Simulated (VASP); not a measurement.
VASP inputs for SnSe (strained zincblende)

INCAR

```
ISMEAR = -1
NBANDS = 17
GGA = PE
NELM = 120
IBRION = -1
SIGMA = 0.02
NSW = 0
ISIF = 2
LCHARG = .FALSE.
EDIFF = 1E-7
LREAL = .FALSE.
LASPH = .TRUE.
ENCUT = 520
PREC = Accurate
LWAVE = .FALSE.
```

KPOINTS

```
KPOINTS created by Atomic Simulation Environment
0
Gamma
6 6 6
0 0 0
```

KPOINTS_OPT

```
special points
6
Reciprocal
0.0000000000 0.0000000000 0.0000000000 1
-0.5000000000 -0.5000000000 0.0000000000 1
-0.3750000000 -0.3750000000 0.2500000000 1
-0.3750000000 0.0000000000 0.3750000000 1
0.0000000000 0.0000000000 0.5000000000 1
-0.5000000000 -0.2500000000 0.2500000000 1
```

POSCAR

```
Sn Se
 1.0000000000000000
     0.0000000000000000    3.3639842963000000    3.4558210676000001
     3.3639842963000000    0.0000000000000000    3.4558210676000001
     3.3639842963000000    3.3639842963000000    0.0000000000000000
 Sn  Se
   1   1
Cartesian
  0.0000000000000000  0.0000000000000000  0.0000000000000000
  1.6819921481500002  1.6819921481500002  1.7279105337999998
```

VASP ran with the recommended PBE PAW datasets (20 valence electrons in the cell).

Q: Predict the results.

A: gap between bands v and c 0.02 eV; least direct gap 0.65 eV; pressure -0.1 GPa.

Band v is the last that the valence electrons fill when counted band by band, and c is the next. Levels in eV from the top of v:

| point | v−1 | v | c | c+1 |
| --- | --- | --- | --- | --- |
| Γ | -2.21 | -2.21 | 1.43 | 1.43 |
| X | -3.35 | -0.57 | 0.08 | 4.18 |
| K | -3.25 | -0.56 | 1.13 | 3.29 |
| L | -2.69 | -2.18 | 2.18 | 2.22 |
| W | -3.60 | 0.00 | 1.58 | 2.20 |
